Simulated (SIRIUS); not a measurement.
# Pt (Im-3m) in SIRIUS: convergence with gk cutoff, part 3 of 3

SIRIUS 7.12.0. Earlier steps stand in the parts before.

## 8. With gk cutoff 4.15 1/bohr

Contents of sirius.json:

```json
{
  "control": {
    "processing_unit": "cpu",
    "std_evp_solver_name": "lapack",
    "gen_evp_solver_name": "lapack",
    "verbosity": 2,
    "print_forces": true,
    "ortho_rf": true,
    "use_second_variation": true,
    "rmt_max": 3.0,
    "num_bands_to_print": 24,
    "save_wf": true
  },
  "parameters": {
    "electronic_structure_method": "full_potential_lapwlo",
    "xc_functionals": ["XC_GGA_X_PBE", "XC_GGA_C_PBE"],
    "core_relativity": "dirac",
    "valence_relativity": "iora",
    "num_fv_states": 24,
    "smearing": "fermi_dirac",
    "smearing_width": 0.0018374661,
    "pw_cutoff": 22,
    "gk_cutoff": 4.15,
    "lmax_apw": 12,
    "lmax_rho": 8,
    "lmax_pot": 8,
    "num_mag_dims": 0,
    "auto_rmt": 0,
    "ngridk": [12, 12, 12],
    "shiftk": [0, 0, 0],
    "num_dft_iter": 80,
    "energy_tol": 1e-07,
    "density_tol": 1e-05,
    "use_symmetry": true
  },
  "settings": {"tol_ne": 1e-10},
  "iterative_solver": {"type": "exact"},
  "mixer": {"type": "anderson", "beta": 0.5, "max_history": 8},
  "unit_cell": {
    "lattice_vectors": [
      [-2.9937419212, 2.9937419212, 2.9937419212],
      [2.9937419212, -2.9937419212, 2.9937419212],
      [2.9937419212, 2.9937419212, -2.9937419212]
    ],
    "atom_types": ["Pt"],
    "atom_files": {"Pt": "Pt.json"},
    "atoms": {"Pt": [[0.0, 0.0, 0.0]]}
  }
}
```

Contents of Pt.json:

```json
{
  "name": "platinum",
  "symbol": "Pt",
  "number": 78,
  "mass": 195.084,
  "rmin": 1e-06,
  "rmt": 2.55,
  "nrmt": 800,
  "rinf": 13.69,
  "core": "1s2s2p3s3p3d4s4p4d",
  "valence": [
    {"basis": [{"enu": 0.16, "dme": 0, "n": 0, "auto": 0}, {"enu": 0.16, "dme": 1, "n": 0, "auto": 0}]},
    {"l": 0, "n": 1, "basis": [{"enu": 0.26, "dme": 0, "n": 0, "auto": 0}]},
    {"l": 1, "n": 2, "basis": [{"enu": 0.26, "dme": 0, "n": 0, "auto": 0}]},
    {"l": 2, "n": 3, "basis": [{"enu": 0.26, "dme": 0, "n": 0, "auto": 0}]},
    {"l": 3, "n": 4, "basis": [{"enu": 0.26, "dme": 0, "n": 0, "auto": 0}]},
    {"l": 4, "n": 5, "basis": [{"enu": 0.26, "dme": 0, "n": 0, "auto": 0}]}
  ],
  "lo": [
    {"l": 0, "basis": [{"enu": 0.26, "dme": 0, "n": 0, "auto": 0}, {"enu": 0.26, "dme": 1, "n": 0, "auto": 0}]},
    {
      "l": 0,
      "basis": [{"enu": -3.2587, "dme": 0, "n": 5, "auto": 1}, {"enu": -3.2587, "dme": 1, "n": 5, "auto": 1}]
    },
    {
      "l": 0,
      "basis": [{"enu": -3.2587, "dme": 1, "n": 5, "auto": 1}, {"enu": 0.26, "dme": 0, "n": 0, "auto": 0}]
    },
    {"l": 0, "basis": [{"enu": 0.26, "dme": 0, "n": 0, "auto": 0}, {"enu": 2.7206, "dme": 0, "n": 0, "auto": 0}]},
    {"l": 1, "basis": [{"enu": 0.26, "dme": 0, "n": 0, "auto": 0}, {"enu": 0.26, "dme": 1, "n": 0, "auto": 0}]},
    {
      "l": 1,
      "basis": [{"enu": -1.5842, "dme": 0, "n": 5, "auto": 1}, {"enu": -1.5842, "dme": 1, "n": 5, "auto": 1}]
    },
    {
      "l": 1,
      "basis": [{"enu": -1.5842, "dme": 1, "n": 5, "auto": 1}, {"enu": 0.26, "dme": 0, "n": 0, "auto": 0}]
    },
    {"l": 1, "basis": [{"enu": 0.26, "dme": 0, "n": 0, "auto": 0}, {"enu": 3.0897, "dme": 0, "n": 0, "auto": 0}]},
    {"l": 2, "basis": [{"enu": 0.26, "dme": 0, "n": 0, "auto": 0}, {"enu": 0.26, "dme": 1, "n": 0, "auto": 0}]},
    {"l": 2, "basis": [{"enu": 0.26, "dme": 1, "n": 0, "auto": 0}, {"enu": 0.26, "dme": 2, "n": 0, "auto": 0}]},
    {"l": 2, "basis": [{"enu": 0.26, "dme": 0, "n": 0, "auto": 0}, {"enu": 2.6591, "dme": 0, "n": 0, "auto": 0}]},
    {"l": 3, "basis": [{"enu": 0.26, "dme": 0, "n": 0, "auto": 0}, {"enu": 0.26, "dme": 1, "n": 0, "auto": 0}]},
    {
      "l": 3,
      "basis": [{"enu": -2.1256, "dme": 0, "n": 4, "auto": 1}, {"enu": -2.1256, "dme": 1, "n": 4, "auto": 1}]
    },
    {
      "l": 3,
      "basis": [{"enu": -2.1256, "dme": 1, "n": 4, "auto": 1}, {"enu": 0.26, "dme": 0, "n": 0, "auto": 0}]
    },
    {"l": 3, "basis": [{"enu": 0.26, "dme": 0, "n": 0, "auto": 0}, {"enu": 3.8279, "dme": 0, "n": 0, "auto": 0}]},
    {"l": 4, "basis": [{"enu": 0.26, "dme": 0, "n": 0, "auto": 0}, {"enu": 0.26, "dme": 1, "n": 0, "auto": 0}]},
    {"l": 4, "basis": [{"enu": 0.26, "dme": 0, "n": 0, "auto": 0}, {"enu": 3.2127, "dme": 0, "n": 0, "auto": 0}]}
  ],
  "free_atom": [... radial grid and density of the free atom, the start of the SCF ...]
}
```

Contents of sirius_start.json:

```json
{
  "control": {
    "processing_unit": "cpu",
    "std_evp_solver_name": "lapack",
    "gen_evp_solver_name": "lapack",
    "verbosity": 1,
    "print_forces": false,
    "ortho_rf": true,
    "use_second_variation": true,
    "rmt_max": 3.0,
    "num_bands_to_print": 24,
    "save_wf": false
  },
  "parameters": {
    "electronic_structure_method": "full_potential_lapwlo",
    "xc_functionals": ["XC_LDA_X", "XC_LDA_C_PW"],
    "core_relativity": "dirac",
    "valence_relativity": "iora",
    "num_fv_states": 24,
    "smearing": "fermi_dirac",
    "smearing_width": 0.0055123983,
    "pw_cutoff": 22,
    "gk_cutoff": 2.89,
    "lmax_apw": 12,
    "lmax_rho": 8,
    "lmax_pot": 8,
    "num_mag_dims": 0,
    "auto_rmt": 0,
    "ngridk": [5, 5, 5],
    "shiftk": [0, 0, 0],
    "num_dft_iter": 30,
    "energy_tol": 0.01,
    "density_tol": 0.05,
    "use_symmetry": true
  },
  "settings": {"tol_ne": 1e-10},
  "iterative_solver": {"type": "exact"},
  "mixer": {"type": "anderson", "beta": 0.5, "max_history": 8},
  "unit_cell": {
    "lattice_vectors": [
      [-2.9937419212, 2.9937419212, 2.9937419212],
      [2.9937419212, -2.9937419212, 2.9937419212],
      [2.9937419212, 2.9937419212, -2.9937419212]
    ],
    "atom_types": ["Pt"],
    "atom_files": {"Pt": "Pt.json"},
    "atoms": {"Pt": [[0.0, 0.0, 0.0]]}
  }
}
```

Potentials or basis: all-electron FP-LAPW, apw+lo standard.

Launch:

```
OMP_NUM_THREADS=1 sirius.scf --input=sirius_start.json --output=start.json
OMP_NUM_THREADS=1 sirius.scf --input=sirius.json --output=output.json --task=1
```

Standard output:

```text
[info] SIRIUS version : 7.12.0
[info] number of MPI ranks           : 1
[info] MPI grid                      : 1 1
[info] maximum number of OMP threads : 1
[fft] FFT context for density and potential
[fft] =====================================
[fft]   plane wave cutoff                     : 22
[fft]   grid size                             : 40 40 40   total : 64000
[fft]   grid limits                           : -19 20   -19 20   -19 20
[fft]   number of G-vectors within the cutoff : 19237
[fft]   number of G-shells                    : 515
[fft] FFT context for coarse grid
[fft] =====================================
[fft]   plane wave cutoff                     : 8.3
[fft]   grid size                             : 16 16 16   total : 4096
[fft]   grid limits                           : -7 8   -7 8   -7 8
[fft]   number of G-vectors within the cutoff : 1055
[fft]   number of G-shells                    : 40
[unit cell] lattice vectors
[unit cell]   a1 :      -2.9937419212      2.9937419212      2.9937419212
[unit cell]   a2 :       2.9937419212     -2.9937419212      2.9937419212
[unit cell]   a3 :       2.9937419212      2.9937419212     -2.9937419212
[unit cell] reciprocal lattice vectors
[unit cell]   b1 :      -0.0000000000      1.0493865992      1.0493865992
[unit cell]   b2 :       1.0493865992     -0.0000000000      1.0493865992
[unit cell]   b3 :       1.0493865992      1.0493865992     -0.0000000000
[unit cell] unit cell volume :       107.32553640 [a.u.^3]
[unit cell] 1/sqrt(omega)    :         0.09652692
[unit cell] MT volume        :        69.45590118 (64.72%)
[unit cell] IT volume        :        37.86963522 (35.28%)
[unit cell] number of atom types : 1
[unit cell] type id : 0 symbol : Pt mt_radius :   2.550000 num_atoms : 1
[unit cell] total number of atoms : 1
[unit cell] number of symmetry classes : 1
[unit cell] atom id  type id  class id             position                      vector_field
[unit cell] ------------------------------------------------------------------------------------------
[unit cell]      0        0        0      0.00000   0.00000   0.00000      0.00000   0.00000   0.00000
[unit cell] atom id         position (Cartesian, a.u.)
[unit cell] ---------------------------------------------
[unit cell]      0       0.000000    0.000000    0.000000
[unit cell] class id : 0 atom id : 0
[unit cell] minimum bond length:     5.185313
[sym] space group number   : 229
[sym] international symbol : Im-3m
[sym] Hall symbol          : -I 4 2 3
[... 334 lines left out ...]
[diagonalize] ik:    3   -3.225847   -2.069046   -2.067425   -2.067411   -2.067401   -2.066020   -2.065996   -2.065988   -1.541810   -1.536989   -1.534304    0.107563    0.223525    0.252784    0.319803    0.326328    0.345681    0.907788    0.965529    1.124641    1.165958    1.200911    1.227683    1.396408
[diagonalize] ik:    4   -3.225585   -2.069075   -2.067418   -2.067397   -2.067383   -2.066038   -2.066002   -2.065990   -1.545468   -1.538294   -1.534278    0.133682    0.211080    0.280108    0.332420    0.349068    0.362775    0.782204    0.914473    1.063762    1.197567    1.232004    1.303888    1.335166
[diagonalize] ...
[diagonalize] ik:   67   -3.224689   -2.069187   -2.067359   -2.067352   -2.067348   -2.066048   -2.066036   -2.066032   -1.546320   -1.543955   -1.542649    0.174503    0.182219    0.324610    0.337462    0.402139    0.614183    0.617363    0.750312    0.974627    1.082959    1.100896    1.344583    1.525042
[diagonalize] ik:   68   -3.224640   -2.069194   -2.067354   -2.067352   -2.067346   -2.066046   -2.066041   -2.066034   -1.545773   -1.544858   -1.543052    0.171998    0.174799    0.328716    0.368470    0.391664    0.592425    0.680982    0.702304    0.968560    1.067121    1.090490    1.337682    1.548964
[diagonalize] ik:   69   -3.224592   -2.069200   -2.067349   -2.067348   -2.067348   -2.066044   -2.066040   -2.066040   -1.545160   -1.544627   -1.544627    0.166319    0.169360    0.366874    0.366874    0.385373    0.566515    0.714258    0.714258    0.909032    1.064220    1.093123    1.331083    1.643765
[diagonalize] ik:   70   -3.224535   -2.069207   -2.067347   -2.067345   -2.067344   -2.066046   -2.066043   -2.066042   -1.545641   -1.545008   -1.544660    0.161779    0.163002    0.373947    0.379460    0.398747    0.637427    0.648704    0.687377    0.898374    1.070297    1.072358    1.321069    1.642325
[diagonalize] ik:   71   -3.224478   -2.069215   -2.067342   -2.067342   -2.067342   -2.066045   -2.066045   -2.066045   -1.545393   -1.545393   -1.545393    0.156530    0.156530    0.397518    0.397518    0.397518    0.659082    0.659082    0.659082    0.844261    1.071064    1.071064    1.311276    1.706473
[generate_core_charge_density] atom class : 0
[generate_core_charge_density]   n,l,k : 1 0 1  energy :       -2877.60961668
[generate_core_charge_density]   n,l,k : 2 0 1  energy :        -504.72817286
[generate_core_charge_density]   n,l,k : 2 1 1  energy :        -483.66293647
[generate_core_charge_density]   n,l,k : 2 1 2  energy :        -420.10954368
[generate_core_charge_density]   n,l,k : 3 0 1  energy :        -118.16849974
[generate_core_charge_density]   n,l,k : 3 1 1  energy :        -108.72936565
[generate_core_charge_density]   n,l,k : 3 1 2  energy :         -94.75735440
[generate_core_charge_density]   n,l,k : 3 2 2  energy :         -79.07260679
[generate_core_charge_density]   n,l,k : 3 2 3  energy :         -76.06155334
[generate_core_charge_density]   n,l,k : 4 0 1  energy :         -25.00035061
[generate_core_charge_density]   n,l,k : 4 1 1  energy :         -20.99749296
[generate_core_charge_density]   n,l,k : 4 1 2  energy :         -17.66992570
[generate_core_charge_density]   n,l,k : 4 2 2  energy :         -11.12250993
[generate_core_charge_density]   n,l,k : 4 2 3  energy :         -10.50372322
[find] Total energy                   :  -18446.71766710 (Ha),  -36893.43533421 (Ry)
[find] iteration : 1, RMS (target) : 3.0351e-01 (1.0000e-05) , energy difference (target) : 1.1901e-04 (1.0000e-07)
[find] Total energy                   :  -18446.71769695 (Ha),  -36893.43539390 (Ry)
[... 17 lines left out ...]
[find] valence_eval_sum               :     -41.04118799
[find] core_eval_sum                  :  -11286.65926387
[find] kinetic energy                 :   21107.42122212
[find] enuc                           :  -23213.07551564
[find] <rho|V^{XC}>                   :    -467.58464933
[find] <rho|E^{XC}>                   :    -357.29477085
[find] <mag|B^{XC}>                   :       0.00000000
[find] <rho|V^{H}>                    :  -31967.53702464
[find] smearing (-TS)                 :      -0.00022826
[find] SCF correction                 :      -0.00010140
[find] Total energy                   :  -18446.71767810 (Ha),  -36893.43535620 (Ry)
[find] Free energy (E-TS)             :  -18446.71790636 (Ha),  -36893.43581272 (Ry)
[find] band gap (eV)                  :       0.00000000
[find] Efermi                         :       0.40682482
[find] iteration : 6, RMS (target) : 5.2451e-06 (1.0000e-05) , energy difference (target) : 3.8770e-08 (1.0000e-07)
[find] converged after 7 SCF iterations!
[find] Charges and magnetic moments
[find] --------------------------------------------------------------------------------
[find] atom      charge    core leakage
[find] --------------------------------------------------------------------------------
[find]    0   76.644812    4.440246e-08
[find] total core leakage    : 4.44024578e-08
[find] interstitial charge   : 1.355185
[find] total charge          : 77.999997
[find] Energy
[find] --------------------------------------------------------------------------------
[find] valence_eval_sum               :     -41.04118799
[find] core_eval_sum                  :  -11286.65926387
[find] kinetic energy                 :   21107.42122212
[find] enuc                           :  -23213.07551564
[find] <rho|V^{XC}>                   :    -467.58464933
[find] <rho|E^{XC}>                   :    -357.29477085
[find] <mag|B^{XC}>                   :       0.00000000
[find] <rho|V^{H}>                    :  -31967.53702464
[find] smearing (-TS)                 :      -0.00022826
[find] SCF correction                 :      -0.00010140
[find] Total energy                   :  -18446.71767810 (Ha),  -36893.43535620 (Ry)
[find] Free energy (E-TS)             :  -18446.71790636 (Ha),  -36893.43581272 (Ry)
[find] band gap (eV)                  :       0.00000000
[find] Efermi                         :       0.40682482
[ground_state]
[ground_state] ==== total Forces in Ha/bohr =====
[ground_state] atom:    0, force:       0.0000000      0.0000000      0.0000000
[ground_state] ==== contribution from density =====
[ground_state] atom:    0, force:       0.0000000      0.0000000      0.0000000
[ground_state] ==== contribution from Hartree potential =====
[ground_state] atom:    0, force:       0.0000000      0.0000000      0.0000000
[ground_state] ==== contribution from IBS =====
[ground_state] atom:    0, force:       0.0000000      0.0000000      0.0000000
```

Wall time 52 s (1 thread of Arm Neoverse V1, shared host); peak memory 0.43 GiB.

Results:

```
Free energy                                       : -501960.7659 eV
Band gap on the k mesh                            : none (metal or under the smearing width)
All electrons inside the program's atomic spheres : Pt 76.64 (radii Pt 2.55 bohr)
```

## 9. Result

```
  gk cutoff  energy less the tightest run, at zero smearing (meV/atom)  SCF cycles  CPU time (s)  peak memory (GiB)
1.98 1/bohr                                                    4373.25           8            39               0.28
2.35 1/bohr                                                    1511.65           8            39               0.29
2.71 1/bohr                                                     471.65           8            40                0.3
3.07 1/bohr                                                     112.67           8            42               0.31
3.43 1/bohr                                                      26.03           7            40               0.32
3.79 1/bohr                                                       5.08           7            45               0.36
4.15 1/bohr                                                       0.00           7            52               0.43
```

Not settled before the last step: the energy (to 1 meV/atom). The tightest run that finished is the yardstick and may itself not be fully converged.
